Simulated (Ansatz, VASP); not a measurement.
# One calculation of K, two programs

Contents of INCAR:

```
SYSTEM = K
  ALGO = Fast
  EDIFF = 1E-7
  ENCUT = 520
  GGA = PS
  ISIF = 2
  ISMEAR = 0
  LASPH = .TRUE.
  LCHARG = .FALSE.
  LREAL = .FALSE.
  LWAVE = .FALSE.
  NBANDS = 10
  NELM = 100
  PREC = Accurate
  SIGMA = 0.05
```

File KPOINTS:

```
k-points
0
G
  10 10 10
  0 0 0
```

POSCAR

```
K
1.0
   -2.6115086741      2.6115086741      2.6115086741
    2.6115086741     -2.6115086741      2.6115086741
    2.6115086741      2.6115086741     -2.6115086741
K
1
Direct
    0.0000000000      0.0000000000      0.0000000000
```

Input for Ansatz:

```yaml
crystal:
  lattice:
    - [-2.6115086741, 2.6115086741, 2.6115086741]
    - [2.6115086741, -2.6115086741, 2.6115086741]
    - [2.6115086741, 2.6115086741, -2.6115086741]
  atoms:
    - { symbol: K, position: [0.0, 0.0, 0.0] }
basis:
  ecutwfc: 420
  ecutrho_ratio: 4
kpoints:
  mp_grid: { grid: [10, 10, 10] }
hamiltonian:
  xc: pbesol
scf:
  occupations: { method: gaussian, width: 0.05 }
output:
  forces: true
  stress: true
  eigenvalues: true
```

Alike in both runs: task single point; functional PBEsol; k mesh 10 × 10 × 10; occupations gaussian, width 0.05 eV; no spin polarisation.

```csv
,VASP,Ansatz
version,VASP 6.6.1,Ansatz 0.2.0
potentials or method,"VASP PAW PBE potentials, release 64 (K_sv)","scalar-relativistic, plane waves, PAW"
plane-wave cutoff (eV),520,420
valence electrons in the cell,9,9
```

```csv
,VASP,Ansatz,Ansatz less VASP
gap on the k mesh at the Fermi level (eV),none,none,-
pressure (GPa),0.0,0.0,+0.01
```

A gap of «none» marks a metal or a gap that the smearing closes.

Caveats: the PAW data sets were made with another functional, which shifts forces and pressure a little (VASP).
